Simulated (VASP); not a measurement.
Level of theory: revTPSS meta-GGA, VASP's PBE PAW potentials (set 64) (plane waves; VASP 6.6.1).

VASP ran on this input.

### POSCAR
```
ZnTe
1.0
  0.0000000000   3.0500000000   3.0500000000
  3.0500000000   0.0000000000   3.0500000000
  3.0500000000   3.0500000000   0.0000000000
Zn Te
1 1
Cartesian
  0.0000000000   0.0000000000   0.0000000000
  1.5250000000   1.5250000000   1.5250000000
```

**INCAR**
```
LMAXMIX = 4
LCHARG = .FALSE.
PREC = Accurate
LREAL = .FALSE.   ! projection in real space or not
SIGMA = 0.05   ! width (eV)
LMIXTAU = .TRUE.
ENCUT = 520
EDIFFG = -0.01   ! ionic stop
ALGO = Normal   ! blocked Davidson
IBRION = 2   ! conjugate gradients
EDIFF = 1E-6   ! SCF stop (eV)
ISMEAR = 0
METAGGA = RTPSS
NELM = 100   ! most electronic steps
ISIF = 3
LWAVE = .FALSE.
SYSTEM = ZnTe
NSW = 60
LASPH = .TRUE.   ! aspherical one-centre terms
```

### KPOINTS
```
Automatic
0
gamma
7 7 7
```

POTCAR, in this order: Zn Te (PBE.64 set). Program: vasp_std.

Output of the run:

File OUTCAR:
```
 ion  position               nearest neighbor table
   1  0.000  0.000  0.000-   2 2.64   2 2.64   2 2.64   2 2.64
   2  0.250  0.250  0.250-   1 2.64   1 2.64   1 2.64   1 2.64
  LATTYP: Found a face centered cubic cell.
 ALAT       =     6.1000000000
 Subroutine PRICEL returns:
 Original cell was already a primitive cell.
 Subroutine GETGRP returns: Found 24 space group operations
The static configuration has the point symmetry T_d .
The dynamic configuration has the point symmetry T_d .
 Subroutine INISYM returns: Found 24 space group operations
 Subroutine IBZKPT returns following result:
 Found     20 irreducible k-points:

 Following reciprocal coordinates:
            Coordinates               Weight
  0.000000  0.000000  0.000000      1.000000
  0.142857  0.000000  0.000000      8.000000
  0.285714  0.000000  0.000000      8.000000
  0.428571  0.000000  0.000000      8.000000
  0.142857  0.142857  0.000000      6.000000
  0.285714  0.142857  0.000000     24.000000
  0.428571  0.142857  0.000000     24.000000
 -0.428571  0.142857  0.000000     24.000000
 -0.285714  0.142857  0.000000     24.000000
 -0.142857  0.142857  0.000000     12.000000
  0.285714  0.285714  0.000000      6.000000
  0.428571  0.285714  0.000000     24.000000
 -0.428571  0.285714  0.000000     24.000000
 -0.285714  0.285714  0.000000     12.000000
  0.428571  0.428571  0.000000      6.000000
 -0.428571  0.428571  0.000000     12.000000
  0.428571  0.285714  0.142857     24.000000
 -0.428571  0.285714  0.142857     48.000000
 -0.428571  0.428571  0.142857     24.000000
 -0.285714  0.428571  0.142857     24.000000
   k-points           NKPTS =     20   k-points in BZ     NKDIM =     20   number of bands    NBANDS=     13
   number of dos      NEDOS =    301   number of ions     NIONS =      2
   total plane-waves  NPLWV =  32768
   dimension x,y,z NGX =    32 NGY =   32 NGZ =   32
   dimension x,y,z NGXF=    64 NGYF=   64 NGZF=   64
   ions per type =               1   1
   PREC   = accura    normal or accurate (medium, high low for compatibility)
   ISTART =      0    job   : 0-new  1-cont  2-samecut
   ICHARG =      2    charge: 1-file 2-atom 10-const
   ISPIN  =      1    spin polarized calculation?
   LNONCOLLINEAR =      F non collinear calculations
   LSORBIT =      F    spin-orbit coupling
   INIWAV =      1    electr: 0-lowe 1-rand  2-diag
   ENCUT  =  520.0 eV  38.22 Ry    6.18 a.u.   8.02  8.02  8.02*2*pi/ulx,y,z
   NELM   =    100;   NELMIN=  2; NELMDL= -5     # of ELM steps
   EDIFF  = 0.1E-05   stopping-criterion for ELM
   LREAL  =      F    real-space projection
   NLSPLINE    = F    spline interpolate recip. space projectors
   LMAXMIX     =    4 max onsite mixed and CHGCAR
   VOSKOWN=      0    Vosko Wilk Nusair interpolation
   EDIFFG = -.1E-01   stopping-criterion for IOM
   NSW    =     60    number of steps for IOM
   NBLOCK =      1;   KBLOCK =     60    inner block; outer block
   IBRION =      2    ionic relax: 0-MD 1-quasi-New 2-CG
   NFREE  =      1    steps in history (QN), initial steepest desc. (CG)
   ISIF   =      3    stress and relaxation
   ISYM   =      2    0-nonsym 1-usesym 2-fastsym
   TEIN   =    0.0    initial temperature
   TEBEG  =    0.0;   TEEND  =   0.0 temperature during run
   SMASS  =  -3.00    Nose mass-parameter (am)
   PSTRESS=    0.0 pullay stress
   NELECT =      18.0000    total number of electrons
   EFERMI =   0.00;   METHOD = LEGACY
   ISMEAR =     0;   SIGMA  =   0.05  broadening in eV -4-tet -1-fermi 0-gaus
   IALGO  =     38    algorithm
   LDIAG  =      T    sub-space diagonalisation (order eigenvalues)
   IMIX   =      4    mixing-type and parameters
     AMIX     =   0.40;   BMIX     =  1.00
     AMIX_MAG =   1.60;   BMIX_MAG =  1.00
...
```

**OSZICAR**
```
       N       E                     dE             d eps       ncg     rms          rms(c)
DAV:   1     0.101666948796E+03    0.10167E+03   -0.90351E+03   520   0.157E+03
DAV:   2     0.215275456383E+02   -0.80139E+02   -0.76682E+02   555   0.267E+02
DAV:   3     0.172476208832E+02   -0.42799E+01   -0.42653E+01   675   0.651E+01
DAV:   4     0.171909692953E+02   -0.56652E-01   -0.56642E-01   592   0.743E+00
DAV:   5     0.171896915039E+02   -0.12778E-02   -0.12778E-02   638   0.943E-01    0.522E+00
DAV:   6     0.194213331606E+02    0.22316E+01   -0.42839E+00   540   0.434E+01    0.305E+00
DAV:   7    -0.975441530388E+02   -0.11697E+03   -0.64035E+03   560   0.164E+05    0.809E+01
DAV:   8     0.199920044140E+02    0.11754E+03   -0.22287E+02   607   0.381E+01    0.514E+00
DAV:   9     0.194016269197E+02   -0.59038E+00   -0.25011E+00   555   0.453E+00    0.280E+00
DAV:  10     0.193938821367E+02   -0.77448E-02   -0.20771E-01   565   0.239E+00    0.272E+00
DAV:  11     0.194263025613E+02    0.32420E-01   -0.47453E-02   530   0.292E+00    0.279E+00
DAV:  12     0.193797584536E+02   -0.46544E-01   -0.21238E-02   535   0.202E+00    0.286E+00
DAV:  13     0.193793705363E+02   -0.38792E-03   -0.29231E-03   570   0.725E-01    0.290E+00
DAV:  14     0.193784669373E+02   -0.90360E-03   -0.23763E-04   560   0.197E-01    0.294E+00
DAV:  15     0.193786459424E+02    0.17901E-03   -0.17951E-04   545   0.158E-01    0.300E+00
DAV:  16     0.193785708369E+02   -0.75105E-04   -0.42581E-06   620   0.264E-02    0.301E+00
DAV:  17     0.193785144727E+02   -0.56364E-04   -0.23831E-06   542   0.209E-02    0.299E+00
DAV:  18     0.193785070139E+02   -0.74589E-05   -0.17359E-07   280   0.588E-03    0.300E+00
DAV:  19     0.193785109125E+02    0.38987E-05   -0.27096E-08   290   0.227E-03    0.300E+00
DAV:  20     0.193785899422E+02    0.79030E-04   -0.31238E-05   520   0.727E-02    0.280E+00
DAV:  21     0.193781886061E+02   -0.40134E-03   -0.14283E-04   565   0.161E-01    0.213E+00
DAV:  22     0.193779446955E+02   -0.24391E-03   -0.97974E-05   575   0.145E-01    0.138E+00
DAV:  23     0.193779080176E+02   -0.36678E-04   -0.52613E-05   575   0.805E-02    0.751E-01
DAV:  24     0.193778359145E+02   -0.72103E-04   -0.37853E-05   545   0.751E-02    0.266E-01
DAV:  25     0.193778275639E+02   -0.83506E-05   -0.96116E-06   575   0.445E-02    0.557E-02
DAV:  26     0.193778215370E+02   -0.60269E-05   -0.73901E-06   535   0.322E-02    0.336E-02
DAV:  27     0.193778176676E+02   -0.38694E-05   -0.14108E-06   440   0.175E-02    0.202E-02
DAV:  28     0.193778160222E+02   -0.16455E-05   -0.11035E-06   400   0.153E-02    0.768E-03
DAV:  29     0.193778158701E+02   -0.15209E-06   -0.21920E-07   265   0.735E-03
   1 F= 0.19377816E+02 E0= 0.19377816E+02  d E =0.193778E+02
       N       E                     dE             d eps       ncg     rms          rms(c)
DAV:   1     0.193616702199E+02   -0.16146E-01   -0.22320E-01   625   0.938E+00    0.892E-01
DAV:   2     0.193753778218E+02    0.13708E-01   -0.45088E-02   615   0.578E+00    0.318E-01
DAV:   3     0.193768638220E+02    0.14860E-02   -0.19215E-03   525   0.642E-01    0.152E-01
DAV:   4     0.193775888860E+02    0.72506E-03   -0.91830E-04   688   0.437E-01    0.581E-02
DAV:   5     0.193774016275E+02   -0.18726E-03   -0.35482E-04   520   0.335E-01    0.365E-02
DAV:   6     0.193778116245E+02    0.41000E-03   -0.52894E-04   520   0.454E-01    0.255E-02
DAV:   7     0.193773442526E+02   -0.46737E-03   -0.20921E-04   520   0.266E-01    0.648E-03
DAV:   8     0.193773340215E+02   -0.10231E-04   -0.15819E-05   585   0.604E-02    0.406E-03
DAV:   9     0.193773340702E+02    0.48676E-07   -0.98683E-07   310   0.181E-02
   2 F= 0.19377334E+02 E0= 0.19377334E+02  d E =-.481800E-03
       N       E                     dE             d eps       ncg     rms          rms(c)
DAV:   1     0.193766594584E+02   -0.67456E-03   -0.90565E-03   625   0.191E+00    0.178E-01
DAV:   2     0.193772014782E+02    0.54202E-03   -0.17401E-03   615   0.110E+00    0.646E-02
DAV:   3     0.193772667698E+02    0.65292E-04   -0.78980E-05   530   0.128E-01    0.304E-02
DAV:   4     0.193773034813E+02    0.36712E-04   -0.38402E-05   692   0.916E-02    0.116E-02
DAV:   5     0.193772983249E+02   -0.51564E-05   -0.19160E-05   520   0.787E-02    0.684E-03
DAV:   6     0.193773147035E+02    0.16379E-04   -0.25570E-05   520   0.100E-01    0.555E-03
DAV:   7     0.193772967569E+02   -0.17947E-04   -0.72460E-06   520   0.499E-02    0.135E-03
DAV:   8     0.193772958877E+02   -0.86913E-06   -0.70355E-07   260   0.141E-02
   3 F= 0.19377296E+02 E0= 0.19377296E+02  d E =-.519982E-03
```

File OUTCAR:
```
------------------------ aborting loop because EDIFF is reached ----------------------------------------
  FORCE on cell =-STRESS in cart. coord.  units (eV):
  Direction    XX          YY          ZZ          XY          YZ          ZX
  --------------------------------------------------------------------------------------
  Total        0.0083049      0.0083049      0.0083049     -0.0000000      0.0000000     -0.0000000
  in kB        0.2362896      0.2362896      0.2362896     -0.0000000      0.0000000     -0.0000000
  external PRESSURE =       0.2362896 kB  Pullay stress =       0.0000000 kB
  volume of cell :       56.31
      direct lattice vectors                 reciprocal lattice vectors
     0.000000000  3.042214590  3.042214590    -0.164353955  0.164353955  0.164353955
     3.042214590 -0.000000000  3.042214590     0.164353955 -0.164353955  0.164353955
     3.042214590  3.042214590 -0.000000000     0.164353955  0.164353955 -0.164353955
 POSITION                                       TOTAL-FORCE (eV/Angst)
 -----------------------------------------------------------------------------------
      0.00000      0.00000      0.00000        -0.000000     -0.000000     -0.000000
      1.52111      1.52111      1.52111         0.000000      0.000000      0.000000
 -----------------------------------------------------------------------------------
    total drift:                                0.000018      0.000018      0.000018
  FREE ENERGIE OF THE ION-ELECTRON SYSTEM (eV)
  ---------------------------------------------------
  free  energy   TOTEN  =        19.3772958877 eV

  energy  without entropy=       19.3772958877  energy(sigma->0) =       19.37729589

 reached required accuracy - stopping structural energy minimisation
```
(Selected blocks of OUTCAR.)

**CONTCAR**
```
ZnTe
   1.00000000000000
     0.0000000000000000    3.0422145903309246    3.0422145903309246
     3.0422145903309246   -0.0000000000000000    3.0422145903309246
     3.0422145903309246    3.0422145903309246   -0.0000000000000000
  Zn              Te
     1     1
Direct
     0.0000000000000000    0.0000000000000000    0.0000000000000000
     0.2500000000000000    0.2500000000000000    0.2500000000000000
```

The compound is ZnTe in the zinc blende structure. This run relaxes it. Symmetry was kept, so distortions that lower it aren't found.
